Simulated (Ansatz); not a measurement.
# Formation energy and levels of the complex V_N-Pt_Al in AlN (P6_3mc)

Aim: at which Fermi levels does V_N-Pt_Al in AlN (P6_3mc) change its charge? The model is a cell of 72 host atoms with 1 site emptied and Pt put on another atom's site.

Program: Ansatz 0.2.0. Level of theory: place-levels on r2SCAN runs: charge-transition levels and formation energies with image-charge correction and potential alignment at the atomic sites; PAW set soft_1. Results are calculated unless marked as measured.

**1. The starting structure**

The cell holds 71 atoms: 35 Al, 35 N and 1 Pt. Its edges and angles: a = 9.320 Å, b = 9.320 Å, c = 9.956 Å, α = 90.0°, β = 90.0°, γ = 120.0°. It derives from AlN (space group P6_3mc). Nearest the centre at fractional (0.667, 0.500, 0.470): Pt57 at 0.94 Å, Al33 at 2.37 Å, N63 at 2.37 Å, Al26 at 2.39 Å, N66 at 2.39 Å, N58 at 2.39 Å, Al34 at 2.39 Å, N59 at 2.92 Å.

Coordinates:

```xyz
71
Lattice="9.3196 0.0000 0.0000 -4.6598 8.0710 0.0000 0.0000 0.0000 9.9565" Properties=species:S:1:pos:R:3 pbc="T T T"
Al    1.5533    0.8968    2.4852
Al    0.0000    1.7936    4.9743
N     1.5533    0.8968    4.3848
N     0.0000    1.7936    1.8957
Al    1.5533    0.8968    7.4634
Al    0.0000    1.7936    9.9525
N     1.5533    0.8968    9.3631
N     0.0000    1.7936    6.8739
Al    0.0000    3.5871    2.4852
Al   -1.5533    4.4839    4.9743
N     0.0000    3.5871    4.3848
N    -1.5533    4.4839    1.8957
Al    0.0000    3.5871    7.4634
Al   -1.5533    4.4839    9.9525
N     0.0000    3.5871    9.3631
N    -1.5533    4.4839    6.8739
Al   -1.5533    6.2774    2.4852
Al   -3.1065    7.1742    4.9743
N    -1.5533    6.2774    4.3848
N    -3.1065    7.1742    1.8957
Al   -1.5533    6.2774    7.4634
Al   -3.1065    7.1742    9.9525
N    -1.5533    6.2774    9.3631
N    -3.1065    7.1742    6.8739
Al    4.6598    0.8968    2.4852
Al    3.1065    1.7936    4.9743
N     4.6598    0.8968    4.3848
N     3.1065    1.7936    1.8957
Al    4.6598    0.8968    7.4634
Al    3.1065    1.7936    9.9525
N     4.6598    0.8968    9.3631
N     3.1065    1.7936    6.8739
Al    3.1065    3.5871    2.4852
Al    1.5533    4.4839    4.9743
N     1.5533    4.4839    1.8957
Al    3.1065    3.5871    7.4634
Al    1.5533    4.4839    9.9525
N     3.1065    3.5871    9.3631
N     1.5533    4.4839    6.8739
Al    1.5533    6.2774    2.4852
Al    0.0000    7.1742    4.9743
N     1.5533    6.2774    4.3848
N     0.0000    7.1742    1.8957
Al    1.5533    6.2774    7.4634
Al    0.0000    7.1742    9.9525
N     1.5533    6.2774    9.3631
N     0.0000    7.1742    6.8739
Al    7.7663    0.8968    2.4852
Al    6.2130    1.7936    4.9743
N     7.7663    0.8968    4.3848
N     6.2130    1.7936    1.8957
Al    7.7663    0.8968    7.4634
Al    6.2130    1.7936    9.9525
N     7.7663    0.8968    9.3631
N     6.2130    1.7936    6.8739
Al    6.2130    3.5871    2.4852
Pt    4.6598    4.4839    4.9743
N     6.2130    3.5871    4.3848
N     4.6598    4.4839    1.8957
Al    6.2130    3.5871    7.4634
Al    4.6598    4.4839    9.9525
N     6.2130    3.5871    9.3631
N     4.6598    4.4839    6.8739
Al    4.6598    6.2774    2.4852
Al    3.1065    7.1742    4.9743
N     4.6598    6.2774    4.3848
N     3.1065    7.1742    1.8957
Al    4.6598    6.2774    7.4634
Al    3.1065    7.1742    9.9525
N     4.6598    6.2774    9.3631
N     3.1065    7.1742    6.8739
```

The host's dielectric constants go in as inputs: (4.49, 4.49, 4.72) for the electrons alone, (8.15, 8.15, 9.65) with the ions, computed on the host (DFPT, PBEsol, on the r2SCAN cell), and a cell off the functional's own equilibrium shifts the ionic part.

The cell's shortest repeat is 9.3 Å.

**2. The runs of each charge state**

Levels follow from differences of total energies between charge states, each relaxed by itself.

Each atom starts 0.05 Å or so off its site in a random direction: a symmetric start keeps its symmetry, and would miss off-centre moves and Jahn–Teller distortions. Forces are taken at one point at (¼, ¼, ¼). The cell holds 1 electron more than the neutral one, with a uniform background that keeps it neutral on the whole. The electron count is odd, so at least one spin is unpaired; this run locks the moment at 1 μB.

The sampling was tested on the host first: at the k-points planned (1x1x1 shifted 0.25 0.25 0.25) its energy lies -0.014 eV an atom from the dense-mesh value, under the bound of 0.02 eV set for this test; that bounds the host's error, not the defect's.

One of the inputs; charge, spin and start change from state to state.

The input, qm1_M1.relax/input.yaml:

```yaml
crystal:
  lattice:
    - [9.31956554, 9.0e-08, 0.0]
    - [-4.65978284, 8.07098046, 0.0]
    - [0.0, 0.0, 9.95647772]
  atoms:
    - { symbol: Al, position: [0.22222222, 0.11111111, 0.24960167] }
    - { symbol: Al, position: [0.11111111, 0.22222222, 0.49960167] }
    - { symbol: "N", position: [0.22222222, 0.11111111, 0.44039833] }
    - { symbol: "N", position: [0.11111111, 0.22222222, 0.19039833] }
    - { symbol: Al, position: [0.22222222, 0.11111111, 0.74960167] }
    - { symbol: Al, position: [0.11111111, 0.22222222, 0.99960167] }
    - { symbol: "N", position: [0.22222222, 0.11111111, 0.94039833] }
    - { symbol: "N", position: [0.11111111, 0.22222222, 0.69039833] }
    - { symbol: Al, position: [0.22222222, 0.44444444, 0.24960167] }
    - { symbol: Al, position: [0.11111111, 0.55555556, 0.49960167] }
    - { symbol: "N", position: [0.22222222, 0.44444444, 0.44039833] }
    - { symbol: "N", position: [0.11111111, 0.55555556, 0.19039833] }
    - { symbol: Al, position: [0.22222222, 0.44444444, 0.74960167] }
    - { symbol: Al, position: [0.11111111, 0.55555556, 0.99960167] }
    - { symbol: "N", position: [0.22222222, 0.44444444, 0.94039833] }
    - { symbol: "N", position: [0.11111111, 0.55555556, 0.69039833] }
    - { symbol: Al, position: [0.22222222, 0.77777778, 0.24960167] }
    - { symbol: Al, position: [0.11111111, 0.88888889, 0.49960167] }
    - { symbol: "N", position: [0.22222222, 0.77777778, 0.44039833] }
    - { symbol: "N", position: [0.11111111, 0.88888889, 0.19039833] }
    - { symbol: Al, position: [0.22222222, 0.77777778, 0.74960167] }
    - { symbol: Al, position: [0.11111111, 0.88888889, 0.99960167] }
    - { symbol: "N", position: [0.22222222, 0.77777778, 0.94039833] }
    - { symbol: "N", position: [0.11111111, 0.88888889, 0.69039833] }
    - { symbol: Al, position: [0.55555556, 0.11111111, 0.24960167] }
    - { symbol: Al, position: [0.44444444, 0.22222222, 0.49960167] }
    - { symbol: "N", position: [0.55555556, 0.11111111, 0.44039833] }
    - { symbol: "N", position: [0.44444444, 0.22222222, 0.19039833] }
    - { symbol: Al, position: [0.55555556, 0.11111111, 0.74960167] }
    - { symbol: Al, position: [0.44444444, 0.22222222, 0.99960167] }
    - { symbol: "N", position: [0.55555556, 0.11111111, 0.94039833] }
    - { symbol: "N", position: [0.44444444, 0.22222222, 0.69039833] }
    - { symbol: Al, position: [0.55555556, 0.44444444, 0.24960167] }
    - { symbol: Al, position: [0.44444444, 0.55555556, 0.49960167] }
    - { symbol: "N", position: [0.44444444, 0.55555556, 0.19039833] }
    - { symbol: Al, position: [0.55555556, 0.44444444, 0.74960167] }
    - { symbol: Al, position: [0.44444444, 0.55555556, 0.99960167] }
    - { symbol: "N", position: [0.55555556, 0.44444444, 0.94039833] }
    - { symbol: "N", position: [0.44444444, 0.55555556, 0.69039833] }
    - { symbol: Al, position: [0.55555556, 0.77777778, 0.24960167] }
    - { symbol: Al, position: [0.44444444, 0.88888889, 0.49960167] }
    - { symbol: "N", position: [0.55555556, 0.77777778, 0.44039833] }
    - { symbol: "N", position: [0.44444444, 0.88888889, 0.19039833] }
    - { symbol: Al, position: [0.55555556, 0.77777778, 0.74960167] }
    - { symbol: Al, position: [0.44444444, 0.88888889, 0.99960167] }
    - { symbol: "N", position: [0.55555556, 0.77777778, 0.94039833] }
    - { symbol: "N", position: [0.44444444, 0.88888889, 0.69039833] }
    - { symbol: Al, position: [0.88888889, 0.11111111, 0.24960167] }
    - { symbol: Al, position: [0.77777778, 0.22222222, 0.49960167] }
    - { symbol: "N", position: [0.88888889, 0.11111111, 0.44039833] }
    - { symbol: "N", position: [0.77777778, 0.22222222, 0.19039833] }
    - { symbol: Al, position: [0.88888889, 0.11111111, 0.74960167] }
    - { symbol: Al, position: [0.77777778, 0.22222222, 0.99960167] }
    - { symbol: "N", position: [0.88888889, 0.11111111, 0.94039833] }
    - { symbol: "N", position: [0.77777778, 0.22222222, 0.69039833] }
    - { symbol: Al, position: [0.88888889, 0.44444444, 0.24960167] }
    - { symbol: Pt, position: [0.77777778, 0.55555556, 0.49960167] }
    - { symbol: "N", position: [0.88888889, 0.44444444, 0.44039833] }
    - { symbol: "N", position: [0.77777778, 0.55555556, 0.19039833] }
    - { symbol: Al, position: [0.88888889, 0.44444444, 0.74960167] }
    - { symbol: Al, position: [0.77777778, 0.55555556, 0.99960167] }
    - { symbol: "N", position: [0.88888889, 0.44444444, 0.94039833] }
    - { symbol: "N", position: [0.77777778, 0.55555556, 0.69039833] }
    - { symbol: Al, position: [0.88888889, 0.77777778, 0.24960167] }
    - { symbol: Al, position: [0.77777778, 0.88888889, 0.49960167] }
    - { symbol: "N", position: [0.88888889, 0.77777778, 0.44039833] }
    - { symbol: "N", position: [0.77777778, 0.88888889, 0.19039833] }
    - { symbol: Al, position: [0.88888889, 0.77777778, 0.74960167] }
    - { symbol: Al, position: [0.77777778, 0.88888889, 0.99960167] }
    - { symbol: "N", position: [0.88888889, 0.77777778, 0.94039833] }
    - { symbol: "N", position: [0.77777778, 0.88888889, 0.69039833] }
  host:
    repeats: [3, 3, 2]
    atoms:
      - { symbol: Al, position: [0.66666667, 0.33333333, 0.49920333] }
      - { symbol: Al, position: [0.33333333, 0.66666667, 0.99920333] }
      - { symbol: "N", position: [0.66666667, 0.33333333, 0.88079667] }
      - { symbol: "N", position: [0.33333333, 0.66666667, 0.38079667] }
total_charge: -1
basis:
  ecutwfc: 500
  xc_grid: 2
hamiltonian:
  xc: r2scan
  pseudopotentials: { kind: paw, azcp: { folder: soft_1 } }
kpoints:
  mp_grid: { grid: [1, 1, 1], shift: [0.25, 0.25, 0.25] }
magnetization:
  spin_polarized: true
  initial_magnetization: 1
  spin_locking: { lock_magnetization: hard }
scf:
  occupations: { method: fixed }
  max_iter: 60
output:
  forces: true
  charged_corrections:
    epsilon: [4.49, 4.49, 4.72]
    static_epsilon: [8.15, 8.15, 9.65]
    defect_position: [0.666667, 0.5, 0.47]
relax:
  f_tol: 0.02
  max_steps: 80
  random_displacement: { amplitude: 0.05, seed: 6480 }
checkpoint:
  write: "../qm1_M1.relax.run"
  compress: false
  write_wavefunctions: true
  write_every: 100000
```

Run with:

```sh
$ ansatz run input.yaml --threads 4 --pin off --max-ram 15073MiB --backend cpu --events-out ev --progress --plain --runs-dir out
```

Defect states can disperse in a cell of this size, so the energy is taken again at a 2×2×2 shifted mesh, on the relaxed structure.

The run of this state that the levels use, under r2SCAN:

The input, qm1_M1.point/input.yaml:

```yaml
crystal:
  checkpoint: "../qm1_M1.relax.run"
  host: checkpoint
total_charge: -1
basis:
  ecutwfc: 500
  xc_grid: 2
hamiltonian:
  xc: r2scan
  pseudopotentials: { kind: paw, azcp: { folder: soft_1 } }
kpoints:
  mp_grid: { grid: [2, 2, 2], shift: [0.5, 0.5, 0.5] }
magnetization:
  spin_polarized: true
  initial_magnetization: 1
  spin_locking: { lock_magnetization: hard }
scf:
  occupations: { method: fermi_dirac, width: 0.01 }
  max_iter: 60
output:
  forces: true
  eigenvalues: true
  charged_corrections:
    epsilon: [4.49, 4.49, 4.72]
    static_epsilon: [8.15, 8.15, 9.65]
    defect_position: [0.666667, 0.5, 0.47]
  eigenstates: { localisation: true }
  populations: true
  efg: {}
checkpoint:
  read: "../qm1_M1.relax.run"
  write: "../qm1_M1.point.run"
  compress: false
  write_wavefunctions: false
  write_every: 100000
```

Relaxations under r2SCAN at one point at (¼, ¼, ¼); times on 4 threads of Arm Neoverse V2, shared host:

```
charge  moment (μB)  occupations    outcome  steps  largest displacement against the far atoms (Å)     time
    −1            1        fixed  converged     11                                            0.77  5.2 min
     0            0        fixed  converged     10                                            0.64  2.1 min
     0            2        fixed  converged      8                                            0.68  3.7 min
    +1            1        fixed  converged     10                                            0.54  4.6 min
    +2            0        fixed  converged     10                                            0.33  2.1 min
    +2            2        fixed  converged     14                                            0.46  5.5 min
    +3            1        fixed  converged      9                                            0.50    4 min
```

Single points under r2SCAN at a 2×2×2 shifted mesh; times on 4 threads of Arm Neoverse V2, shared host:

```
charge  moment (μB)  occupations    outcome     time
    −1            1  fermi-dirac  converged  2.7 min
     0            0  fermi-dirac  converged     76 s
     0            2  fermi-dirac  converged  2.9 min
    +1            1  fermi-dirac  converged  2.7 min
    +2            0  fermi-dirac  converged     78 s
    +2            2  fermi-dirac  converged  2.8 min
    +3            1  fermi-dirac  converged  2.7 min
```

Distances (Å) from the ideal centre to the nearest atoms after relaxation with r2SCAN:

```
charge  moment (μB)       1.       2.       3.       4.       5.       6.
    −1            1  Pt 0.18  Al 2.32  Al 2.33   N 2.41  Al 2.41   N 2.51
     0            0  Pt 0.34   N 2.26  Al 2.31  Al 2.31  Al 2.49   N 2.55
     0            2  Pt 0.29  Al 2.31   N 2.42  Al 2.43   N 2.44  Al 2.44
    +1            1  Pt 0.41   N 2.42   N 2.44  Al 2.45   N 2.45  Al 2.45
    +2            0  Pt 0.72   N 2.29  Al 2.45   N 2.50   N 2.56  Al 2.56
    +2            2  Pt 0.60   N 2.36   N 2.48  Al 2.48  Al 2.49   N 2.49
    +3            1  Pt 0.89   N 2.36   N 2.50   N 2.51  Al 2.62  Al 2.63
```

(Part 1 of 2 ends here.)

[Logs are printed without paths, hosts, clocks, repeated set-up lines and the standing remarks that a program may print on its own settings, such as how far it seeks lower states.]

[Hosts, paths, dates, database ids (printed as entryN), source tags and the programs' standing remarks are cut or masked in the printed files.]

[Where a table of states has a column of steps, it counts the stored structures, which are thinned; the runs took as many ionic steps or more.]

[A defect's name tells the site on which it was built; relaxed atoms can leave that site.]

[For some hosts the program warned that the k-mesh of the response run may be too coarse for force constants and the static dielectric constant; such warnings are not shown here.]
